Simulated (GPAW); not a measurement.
# GaP (F-43m) in GPAW: further runs

The runs below take GaP through equation of state, band structure, with SCAN, optB88-vdW, revTPSS, PBEint.

Everything below comes from runs of GPAW 26.7.0. Logs are shortened: lines on timing, memory, paths and dates and some standing lists are left out, and cuts for length are marked. The log counts tension as positive stress, the text compression.

**Experimental background.**

“Phosphorous dimerization in GaP at high pressure”, 2017, arxiv:1709.06667 reports, for a bulk crystal of GaP: bulk modulus 87.5 ± 0.6 GPa.

“Stacking defects in GaP nanowires: Electronic structure and optical properties”, 2018, arxiv:1810.01194 quotes, for a bulk crystal of GaP at 10 K: band gap 2.34 eV (indirect).

How close the calculation comes is told below.

**1. Starting point**

Symmetry: F-43m, No. 216, cubic system. The conventional cell has a = 5.451 Å, b = 5.451 Å, c = 5.451 Å, α = 90.00°, β = 90.00°, γ = 90.00°. Around Ga (site symmetry -43m) lie 4 P at 2.36 Å. Around P (site symmetry -43m) lie 4 Ga at 2.36 Å.

**2. Equation of state, SCAN**

File run.py:

```python
from ase import Atoms
from ase.eos import EquationOfState
from ase.io import Trajectory
from ase.units import GPa
from gpaw import GPAW, PW

atoms = Atoms(['Ga', 'P'],
              cell=[[0.0, 2.72525, 2.72525],
                    [2.72525, 0.0, 2.72525],
                    [2.72525, 2.72525, 0.0]],
              scaled_positions=[[0.0, 0.0, 0.0],
                                [0.75, 0.75, 0.75]],
              pbc=True)

traj = Trajectory('eos.traj', 'w')
volumes, energies = [], []
for x in [0.94, 0.96, 0.98, 1.0, 1.02, 1.04, 1.06]:
    a = atoms.copy()
    a.set_cell(atoms.cell * x**(1 / 3), scale_atoms=True)
    calc = GPAW(mode=PW(600),
                xc='MGGA_X_SCAN+MGGA_C_SCAN',
                kpts={'size': (8, 8, 8), 'gamma': True},
                occupations={'name': 'fermi-dirac', 'width': 0.05},
                nbands=11,
                convergence={'density': 1e-05, 'energy': 1e-05},
                maxiter=150,
                txt=f'eos-{x:.2f}.txt')
    a.calc = calc
    energies.append(a.get_potential_energy(force_consistent=True))
    volumes.append(a.get_volume())
    p = -a.get_stress()[:3].mean() / GPa
    calc.write(f'eos-{x:.2f}.gpw')
    traj.write(a)
    print(f'{x:.2f} {volumes[-1]:10.4f} A^3 {energies[-1]:14.6f} eV {p:9.3f} GPa', flush=True)

v0, e0, B = EquationOfState(volumes, energies, eos='birchmurnaghan').fit()
print(f'V0 = {v0:.4f} A^3, E0 = {e0:.6f} eV, B0 = {B / GPa:.2f} GPa')
```

Potentials or basis: GPAW PAW data sets (gpaw-data 1.2.1), pw.

Command:

```
$ OMP_NUM_THREADS=1 python run.py
```

Log:

```text
__  _  _
 | _ |_)|_||  |
 |__||  | ||/\| - 26.7.0

Input parameters:
  mode=PW(ecut=600.0),
  convergence={'density': 1e-05, 'energy': 1e-05},
  kpts=MonkhorstPack(size=(8, 8, 8), gamma=True),
  maxiter=150,
  nbands=11,
  occupations=Occupations(name='fermi-dirac', width=0.05),
  xc=XC(name='MGGA_X_SCAN+MGGA_C_SCAN')

Diagonalizing LCAO Hamiltonian
Converting LCAO to pw mode

                    P

       Ga

Atoms  # Å, Bohr magnetons
|   | symbol |        x |        y |        z |    initial magnetic moments |
|---|--------|----------|----------|----------|-----------------------------|
| 0 |     Ga | 0.000000 | 0.000000 | 0.000000 | ( 0.0000,  0.0000,  0.0000) |
| 1 |      P | 4.032627 | 4.032627 | 4.032627 | ( 0.0000,  0.0000,  0.0000) |

Unit cell  # Å
| periodic |        x |        y |        z |  lengths |    angles |
|----------|----------|----------|----------|----------|-----------|
|      yes | 0.000000 | 2.688418 | 2.688418 | 3.801997 | 60.000000 |
|      yes | 2.688418 | 0.000000 | 2.688418 | 3.801997 | 60.000000 |
|      yes | 2.688418 | 2.688418 | 0.000000 | 3.801997 | 60.000000 |

Number of symmetries: 24
Symmetry operations  # r_c * U_cc + t_c -> r_c
|    | kind |            matrix            |
|----|------|------------------------------|
|  0 |  E   |  1, 0, 0,  0, 1, 0,  0, 0, 1 |
|  1 |  σ   |  1, 0, 0,  0, 0, 1,  0, 1, 0 |
|  2 |  σ   |  1, 0,-1,  0, 1,-1,  0, 0,-1 |
|  3 |  C3  |  1, 0,-1,  0, 0,-1,  0, 1,-1 |
|  4 |  C3  |  1,-1, 0,  0,-1, 1,  0,-1, 0 |
|  5 |  σ   |  1,-1, 0,  0,-1, 0,  0,-1, 1 |
|  6 |  σ   |  0, 1, 0,  1, 0, 0,  0, 0, 1 |
|  7 |  C3  |  0, 1, 0,  0, 0, 1,  1, 0, 0 |
|  8 |  C2  |  0, 1,-1,  1, 0,-1,  0, 0,-1 |
|  9 |  S4  |  0, 1,-1,  0, 0,-1,  1, 0,-1 |
| 10 |  C3  |  0, 0, 1,  1, 0, 0,  0, 1, 0 |
| 11 |  σ   |  0, 0, 1,  0, 1, 0,  1, 0, 0 |
| 12 |  S4  |  0, 0,-1,  1, 0,-1,  0, 1,-1 |
| 13 |  C3  |  0, 0,-1,  0, 1,-1,  1, 0,-1 |
| 14 |  S4  |  0,-1, 1,  1,-1, 0,  0,-1, 0 |
| 15 |  C2  |  0,-1, 1,  0,-1, 0,  1,-1, 0 |
| 16 |  C3  |  0,-1, 0,  1,-1, 0,  0,-1, 1 |
| 17 |  S4  |  0,-1, 0,  0,-1, 1,  1,-1, 0 |
| 18 |  S4  | -1, 1, 0, -1, 0, 1, -1, 0, 0 |
| 19 |  C3  | -1, 1, 0, -1, 0, 0, -1, 0, 1 |
| 20 |  C3  | -1, 0, 1, -1, 1, 0, -1, 0, 0 |
| 21 |  S4  | -1, 0, 1, -1, 0, 0, -1, 1, 0 |
| 22 |  σ   | -1, 0, 0, -1, 1, 0, -1, 0, 1 |
| 23 |  C2  | -1, 0, 0, -1, 0, 1, -1, 1, 0 |

BZ-sampling:
  Number of BZ points: 512
  Number of IBZ points: 29

  Monkhorst-Pack size: [8, 8, 8]
  Monkhorst-Pack shift: [0.0625, 0.0625, 0.0625]

K-points  # in reciprocal-cell coordinates
|     |                                coordinates |     weight |
|-----|--------------------------------------------|------------|
|   0 | (  0.00000000,   0.00000000,   0.00000000) | 0.00195312 |
|   1 | (  0.12500000,   0.12500000,   0.00000000) | 0.01171875 |
|   2 | (  0.12500000,   0.12500000,   0.12500000) | 0.01562500 |
|   3 | (  0.25000000,   0.12500000,   0.12500000) | 0.02343750 |
|   4 | (  0.25000000,   0.25000000,   0.00000000) | 0.01171875 |
|   5 | (  0.25000000,   0.25000000,   0.12500000) | 0.04687500 |
|   6 | (  0.25000000,   0.25000000,   0.25000000) | 0.01562500 |
|   7 | (  0.37500000,   0.25000000,  -0.37500000) | 0.04687500 |
|   8 | (  0.37500000,   0.25000000,   0.12500000) | 0.04687500 |
|   9 | (  0.37500000,   0.25000000,   0.25000000) | 0.04687500 |
| ... |                                            |            |
|  28 | (  0.50000000,   0.50000000,   0.50000000) | 0.00781250 |

Plane wave coefficients: 1316
Cutoff: 600.0 eV

Spin-components: 1 (collinear spins)
Bands:           11
Projectors:      10
Spin-degeneracy: 2
Datatype:        complex128

Parallelization:
  kpt:    1
  domain: 1
  band:   1

Density:
  Valence electrons: 8.0
  Components: 1
  Grid points: [24 24 24]
  Charge: 0.0  # |e|

Potential:
  Grid points: [24 24 24]

species:
  Ga:
    name:    Gallium
    Z:       31.0
    valence: 3
    core:    28
    charge:  0.0  # [|e|]
    compensation charges:
      type: gauss
      rc: 0.37  # [Å]
      lmax: 2
    cutoffs:
      filter: 2.06  # [Å]
      core: 4.17  # [Å]
    projectors
    | kind |    occ | energy [eV] | rcut [Å] |
    |------|--------|-------------|----------|
    |   4s |  2.000 |      -8.945 |    1.164 |
    |   4p |  1.000 |      -2.580 |    1.164 |
    |    s |        |      18.266 |    1.164 |
    |    p |        |      24.631 |    1.164 |
    |    d |        |       0.000 |    1.164 |

    Using partial waves for Ga as LCAO basis

  P:
    name:    Phosphorus
    Z:       15.0
    valence: 5
    core:    10
    charge:  0.0  # [|e|]
    compensation charges:
      type: gauss
      rc: 0.30  # [Å]
      lmax: 2
    cutoffs:
      filter: 1.69  # [Å]
      core: 1.81  # [Å]
    projectors
    | kind |    occ | energy [eV] | rcut [Å] |
    |------|--------|-------------|----------|
    |   3s |  2.000 |     -13.968 |    0.953 |
    |   3p |  3.000 |      -5.506 |    0.953 |
    |    s |        |      13.244 |    0.953 |
    |    p |        |      21.705 |    0.953 |
    |    d |        |       0.000 |    0.953 |

    Using partial waves for P as LCAO basis

Reference energy: -62187.585188  # eV

eigensolver:
  PPCG
  Converge bands: occupied
  niter=2

density mixing:
  MSR1-Mixer
  Pratt-step length: 0.05
  Maximum mixing coefficient: 0.75
  Old densities: 10
  SVD Regularization: 0.005
  Good broyden scale: 1.0
  Trust region scale: 1.0
  Backstep threshold: 4.0
  History deletion threshold: 6.0
  Fourier metric: weight=20.0, sigma=0.015

occupation numbers:
  Fermi-Dirac:
    width: 0.0500  # eV

poisson solver:
  ecut: 4800.0  # eV

xc functional:
  name: MGGA_X_SCAN+MGGA_C_SCAN with 2 nearest neighbor stencil

convergence criteria:
[... 6 lines left out ...]
|iter     | |      energy | eigst |  dens |
|---------|-|-------------|-------|-------|
|iter:   1| |  -27.247536 | -0.21 |       |
|iter:   2| |  -26.238291 | -1.57 | -0.88 |
|iter:   3| |  -26.240791 | -1.56 | -0.89 |
|iter:   4| |  -26.263666 | -2.63 | -1.54 |
|iter:   5| |  -26.269318 | -3.66 | -1.93 |
|iter:   6| |  -26.270256 | -4.06 | -2.37 |
|iter:   7| |  -26.270251 | -6.20 | -3.32 |
|iter:   8| |  -26.270251c| -7.04 | -3.81 |
|iter:   9| |  -26.270251c| -8.56c| -4.57 |
|iter:  10| |  -26.270251c| -8.76c| -5.17c|

Converged in 10 steps
Energy contributions relative to reference atoms: (reference = -62187.585188)

Energy contributions:
  Kinetic:          27.939577
  Coulomb:         -23.944340
  Zero:             -0.034025
  External:          0.000000
  Xc:              -30.231464
  Entropy:          -0.000000
  Spinorbit:         0.000000
  ----------------------------
  Free energy:     -26.270251
  Extrapolated:    -26.270251

dipole moment: (-10.600085, -10.600085, -10.600085)  # |e|*Ang

Fermi level: 6.042
Eigenvalues  # (at kpt = [0.000, 0.000, 0.000])
| band index |      eig [eV] | occ [0-2] |
|------------|---------------|-----------|
|          0 |        -8.169 |     2.000 |
|          1 |         5.161 |     2.000 |
|          2 |         5.161 |     2.000 |
|          3 |         5.161 |     2.000 |
|          4 |         7.875 |     0.000 |
|          5 |         9.358 |     0.000 |
|          6 |         9.358 |     0.000 |
|          7 |         9.358 |     0.000 |
|          8 |        14.841 |     0.000 |
|          9 |        15.386 |     0.000 |
|         10 |        15.386 |     0.000 |

Gap: 1.842 eV
Transition (v -> c):
  (s=0, k=0, n=3, [0.00, 0.00, 0.00]) -> (s=0, k=24, n=4, [0.50, 0.50, 0.00])
Direct/indirect transitions are different
Direct gap: 2.714 eV
Transition at: (s=0, k=0, n=3, [0.00, 0.00, 0.00])

Stress tensor  # eV/Ang^3
|         x |         y |         z |
|-----------|-----------|-----------|
| -0.035369 |  0.000000 |  0.000000 |
|  0.000000 | -0.035369 |  0.000000 |
|  0.000000 |  0.000000 | -0.035369 |

# Writing to eos-0.96.gpw (mode='')
```

eos-0.94.txt:

```text
SCF iterations
|iter     | |      energy | eigst |  dens |
|---------|-|-------------|-------|-------|
|iter:   1| |  -27.203847 | -0.20 |       |
|iter:   2| |  -26.204099 | -1.57 | -0.88 |
|iter:   3| |  -26.206351 | -1.55 | -0.89 |
|iter:   4| |  -26.229011 | -2.69 | -1.56 |
|iter:   5| |  -26.234372 | -3.64 | -1.95 |
[... 41 lines left out ...]
  (s=0, k=0, n=3, [0.00, 0.00, 0.00]) -> (s=0, k=24, n=4, [0.50, 0.50, 0.00])
Direct/indirect transitions are different
Direct gap: 2.910 eV
Transition at: (s=0, k=0, n=3, [0.00, 0.00, 0.00])

Stress tensor  # eV/Ang^3
|         x |         y |         z |
|-----------|-----------|-----------|
| -0.051381 | -0.000000 |  0.000000 |
| -0.000000 | -0.051381 | -0.000000 |
|  0.000000 | -0.000000 | -0.051381 |

# Writing to eos-0.94.gpw (mode='')
```

Wall time 4.4 min (1 thread of Arm Neoverse V1, shared host); peak memory 0.48 GiB.

Results:

```yaml
Equilibrium_volume: "20.52 Å³/atom (rough: see the caveat)"
Bulk_modulus: 92 GPa (rough)
```

Energy against volume, from the lowest point:
```csv
volume (Å³/atom),energy (meV/atom)
19.026,35.85
19.431,18.27
19.836,6.85
20.240,0.97
20.645,0.00
21.050,3.47
21.455,10.91
```

Caveat: the data sets keep Ga 3d, Li 1s and Be 1s frozen, and some such compounds lay over 1.5 % in volume off other programs; the points scatter about the fit; the PAW data sets were made with another functional, which shifts forces and pressure a little.

**3. Equation of state, optB88-vdW**

File run.py:

```python
from ase.eos import EquationOfState
from ase.io import Trajectory, read
from ase.units import GPa
from gpaw import GPAW, PW

atoms = read('POSCAR')

traj = Trajectory('eos.traj', 'w')
volumes, energies = [], []
for x in [0.94, 0.96, 0.98, 1.0, 1.02, 1.04, 1.06]:
    a = atoms.copy()
    a.set_cell(atoms.cell * x**(1 / 3), scale_atoms=True)
    calc = GPAW(mode=PW(600),
                xc={'name': 'optB88-vdW', 'backend': 'libvdwxc'},
                kpts={'size': (8, 8, 8), 'gamma': True},
                occupations={'name': 'fermi-dirac', 'width': 0.05},
                nbands=11,
                convergence={'density': 1e-05, 'energy': 1e-05},
                maxiter=150,
                legacy_gpaw=True,
                txt=f'eos-{x:.2f}.txt')
    a.calc = calc
    energies.append(a.get_potential_energy(force_consistent=True))
    volumes.append(a.get_volume())
    calc.write(f'eos-{x:.2f}.gpw')
    traj.write(a)
    print(f'{x:.2f} {volumes[-1]:10.4f} A^3 {energies[-1]:14.6f} eV', flush=True)

v0, e0, B = EquationOfState(volumes, energies, eos='birchmurnaghan').fit()
print(f'V0 = {v0:.4f} A^3, E0 = {e0:.6f} eV, B0 = {B / GPa:.2f} GPa')
```

File POSCAR:

```
GaP
1.0
    0.0000000000      2.7252500000      2.7252500000
    2.7252500000      0.0000000000      2.7252500000
    2.7252500000      2.7252500000      0.0000000000
Ga P
1 1
Direct
    0.0000000000      0.0000000000      0.0000000000
    0.7500000000      0.7500000000      0.7500000000
```

Potentials or basis: GPAW PAW data sets (gpaw-data 1.2.1), pw.

Command:

```
$ OMP_NUM_THREADS=1 python run.py
```

It took 78 s on 1 thread of Arm Neoverse V1, shared host; peak memory 0.19 GiB.

The run converged. Its results:

```
Equilibrium volume                      : 21.36 Å³/atom
Bulk modulus                            : 80 GPa
Pressure derivative of the bulk modulus : 4.2
```

Energy against volume, from the lowest point:
```
volume (Å³/atom)  energy (meV/atom)
          19.026              77.71
          19.431              51.16
          19.836              30.77
          20.240              15.94
          20.645               6.21
          21.050               1.05
          21.455               0.00
```

Caveat: the data sets keep Ga 3d, Li 1s and Be 1s frozen, and some such compounds lay over 1.5 % in volume off other programs; the PAW data sets were made with another functional, which shifts forces and pressure a little.

**4. Equation of state, revTPSS**

Edit run.py of step 3 so:

```diff
@@ -5,3 +5,3 @@
 
-atoms = read('POSCAR')
+atoms = read('GaP.cif')
 
@@ -13,3 +13,3 @@
     calc = GPAW(mode=PW(600),
-                xc={'name': 'optB88-vdW', 'backend': 'libvdwxc'},
+                xc='MGGA_X_REVTPSS+MGGA_C_REVTPSS',
                 kpts={'size': (8, 8, 8), 'gamma': True},
@@ -18,4 +18,4 @@
                 convergence={'density': 1e-05, 'energy': 1e-05},
+                eigensolver='davidson',
                 maxiter=150,
-                legacy_gpaw=True,
                 txt=f'eos-{x:.2f}.txt')
@@ -24,5 +24,6 @@
     volumes.append(a.get_volume())
+    p = -a.get_stress()[:3].mean() / GPa
     calc.write(f'eos-{x:.2f}.gpw')
     traj.write(a)
-    print(f'{x:.2f} {volumes[-1]:10.4f} A^3 {energies[-1]:14.6f} eV', flush=True)
+    print(f'{x:.2f} {volumes[-1]:10.4f} A^3 {energies[-1]:14.6f} eV {p:9.3f} GPa', flush=True)
```

File GaP.cif:

```cif
data_GaP
_cell_length_a 3.85408551
_cell_length_b 3.85408551
_cell_length_c 3.85408551
_cell_angle_alpha 60.00000000
_cell_angle_beta 60.00000000
_cell_angle_gamma 60.00000000
_space_group_name_H-M_alt 'P1'
_space_group_name_Hall 'P 1'
_space_group_IT_number 1
loop_
_space_group_symop_operation_xyz
'x,y,z'
loop_
_atom_site_label
_atom_site_type_symbol
_atom_site_symmetry_multiplicity
_atom_site_Wyckoff_symbol
_atom_site_fract_x
_atom_site_fract_y
_atom_site_fract_z
_atom_site_occupancy
Ga1 Ga 1 a 0.0000000000 0.0000000000 0.0000000000 1
P1 P 1 a 0.7500000000 0.7500000000 0.7500000000 1
```

Command:

```
$ OMP_NUM_THREADS=1 python run.py
```

It took 6.8 min on 1 thread of Arm Neoverse V1, shared host; peak memory 0.54 GiB.

The run converged. Its results:

- Equilibrium volume: 20.89 Å³/atom (rough: see the caveat)
- Bulk modulus: 84 GPa (rough)

Energy against volume, from the lowest point:
```
volume (Å³/atom)  energy (meV/atom)
          19.026              51.47
          19.431              30.24
          19.836              15.06
          20.240               5.32
          20.645               0.47
          21.050               0.00
          21.455               3.47
```

Caveat: the data sets keep Ga 3d, Li 1s and Be 1s frozen, and some such compounds lay over 1.5 % in volume off other programs; the points scatter about the fit; the PAW data sets were made with another functional, which shifts forces and pressure a little.

**5. Band structure, PBEint, spin-orbit coupling, no magnetisation**

File run.py:

```python
import numpy as np
from ase import Atoms
from ase.dft.bandgap import bandgap
from ase.io import write
from ase.units import GPa
from gpaw import GPAW, PW, setup_paths
from gpaw.spinorbit import soc_eigenstates

setup_paths.insert(0, '.')

atoms = Atoms(['Ga', 'P'],
              cell=[[0.0, 2.72525, 2.72525],
                    [2.72525, 0.0, 2.72525],
                    [2.72525, 2.72525, 0.0]],
              scaled_positions=[[0.0, 0.0, 0.0],
                                [0.75, 0.75, 0.75]],
              pbc=True)

calc = GPAW(mode=PW(600),
            xc='GGA_X_PBEINT+GGA_C_PBEINT',
            kpts={'size': (8, 8, 8), 'gamma': True},
            occupations={'name': 'fermi-dirac', 'width': 0.05},
            nbands=11,
            convergence={'density': 1e-05, 'energy': 1e-05},
            maxiter=150,
            txt='gpaw.txt')
atoms.calc = calc
energy = atoms.get_potential_energy()
forces = atoms.get_forces()
stress = atoms.get_stress()
calc.write('gs.gpw')
write('result.traj', atoms)
print(f'Energy: {energy:.6f} eV')
print('Forces (eV/A):')
print(forces.round(4))
print('Stress (GPa):', (stress / GPa).round(3))
print('Fermi level:', round(calc.get_fermi_level(), 4), 'eV')
print(f'Gap: {bandgap(calc)[0]:.4f} eV, direct: {bandgap(calc, direct=True)[0]:.4f} eV')

path = atoms.cell.bandpath('GXWKGLUWLK,UX', npoints=100, eps=1e-4)
bs_calc = calc.fixed_density(kpts=path, symmetry='off', nbands=21,
                             convergence={'bands': 'CBM+6.0', 'eigenstates': 1e-6}, txt='bands.txt')
bs = bs_calc.band_structure()
bs.write('bs.json')
print(f'Gap on the path: {bandgap(bs_calc)[0]:.4f} eV')

soc = soc_eigenstates(bs_calc, theta=0, phi=0)
np.savetxt('soc_bands.dat', soc.eigenvalues(), fmt='%.4f')
mesh = soc_eigenstates('gs.gpw', theta=0, phi=0)
np.savetxt('soc_mesh.dat', mesh.eigenvalues(), fmt='%.4f')
print('Fermi level with spin-orbit coupling:', round(mesh.fermi_level, 4), 'eV')
```

Potentials or basis: PAW data sets generated in the run's folder for this functional, pw.

Command:

```
$ gpaw-setup -f GGA_X_PBEINT+GGA_C_PBEINT Ga P
$ OMP_NUM_THREADS=1 python run.py
```

Wall time 39 s (1 thread of Arm Neoverse V1, shared host); peak memory 0.26 GiB.

It converged, with:

* Free energy: -9.5039 eV
* Pressure: 2.6 GPa
* Band gap on the k mesh: 1.53 eV, indirect (least direct gap 1.86 eV)
* Band gap along the path: 1.49 eV, indirect (least direct gap 1.86 eV)

Levels at the corners of the path, in eV from the valence-band top:
| point | band 6 | band 7 | band 8 | band 9 | band 10 | band 11 |
| --- | --- | --- | --- | --- | --- | --- |
| Γ | 0.00 | 0.00 | 0.00 | 1.86 | 1.86 | 3.74 |
| X | -2.73 | -2.71 | -2.71 | 1.53 | 1.53 | 1.75 |
| W | -3.65 | -3.50 | -3.45 | 4.62 | 4.62 | 4.87 |
| K | -4.00 | -2.29 | -2.29 | 2.10 | 2.10 | 4.75 |
| Γ | 0.00 | 0.00 | 0.00 | 1.86 | 1.86 | 3.74 |
| L | -1.19 | -1.11 | -1.11 | 1.66 | 1.66 | 4.63 |
| U | -4.00 | -2.29 | -2.29 | 2.10 | 2.10 | 4.75 |
| W | -3.65 | -3.50 | -3.45 | 4.62 | 4.62 | 4.87 |
| L | -1.19 | -1.11 | -1.11 | 1.66 | 1.66 | 4.63 |
| K | -4.00 | -2.29 | -2.29 | 2.10 | 2.10 | 4.75 |
| U | -4.00 | -2.29 | -2.29 | 2.10 | 2.10 | 4.75 |
| X | -2.73 | -2.71 | -2.71 | 1.53 | 1.53 | 1.75 |

Caveat: the data sets keep Ga 3d, Li 1s and Be 1s frozen, and some such compounds lay over 1.5 % in volume off other programs; spin-orbit coupling was added after a scalar SCF, so levels and gaps hold it while energy, forces, pressure and moments don't; this program's spin-orbit splittings come out too wide for heavy elements.

**6. How close it comes**

Step 3. A measured bulk modulus of GaP is 87.5 GPa (“Phosphorous dimerization in GaP at high pressure”, 2017, arxiv:1709.06667); the calculated 80 GPa misses it by -8.2 %. The fit is for a static lattice scaled at fixed shape and fixed fractional positions.

Step 5. Against the measured gap of GaP, 2.34 eV (indirect; 10 K; quoted in “Stacking defects in GaP nanowires: Electronic structure and optical properties”, 2018, arxiv:1810.01194), the calculated 1.49 eV is off by -0.85 eV. The value is that of PBEint, without temperature or zero-point motion.
